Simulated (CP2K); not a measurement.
**Sb under changes of volume**

One of the cells (26.213 Å³/atom); the others are scaled copies at fixed shape and fractional positions:

```
CELL_PARAMETERS angstrom
3.24126 0.00000 0.00000
-1.08042 3.05589 0.00000
-1.08042 -1.52794 2.64648
ATOMIC_POSITIONS crystal
Sb 0.00000 0.00000 0.00000
```

This isn't the form of Sb at room conditions, which is rhombohedral.

```yaml
Program: CP2K 2026.2
Functional: LDA
Potentials_or_basis: GTH_POTENTIALS Sb GTH-PADE-q5; TZVP-MOLOPT-PBE-GTH basis
Density_cutoff: 6123 eV
k_mesh: 10 × 10 × 10
Occupations: fermi-dirac, width 0.01 eV
Spin: no spin polarisation
```

```csv
volume (Å³/atom),energy over the lowest point (meV/atom),pressure (GPa)
24.640,?,?
25.165,8.70,3.0
25.689,1.80,1.3
26.213,0.00,-0.1
26.737,2.32,-1.3
27.262,8.63,-2.5
27.786,18.71,-3.6
```

Problem. What does the run at 24.640 Å³/atom give?

Solution. Energy over the lowest point 21.27 meV/atom; pressure 4.7 GPa.

Worked out: A Birch-Murnaghan fit of order 3 (a polynomial in V^(-2/3)) to the other rows has its minimum at 26.18 Å³/atom with B0 = V·E''(V) = 67 GPa and B' = 3.7. It gives 20.78 meV/atom at 24.640 Å³/atom, against the run's 21.27, and -dE/dV = 4.6 GPa, against 4.7.

Energies are extrapolated to zero smearing.

Caveats: the basis of atomic orbitals isn't converged, which shifts pressures, moduli and gaps.
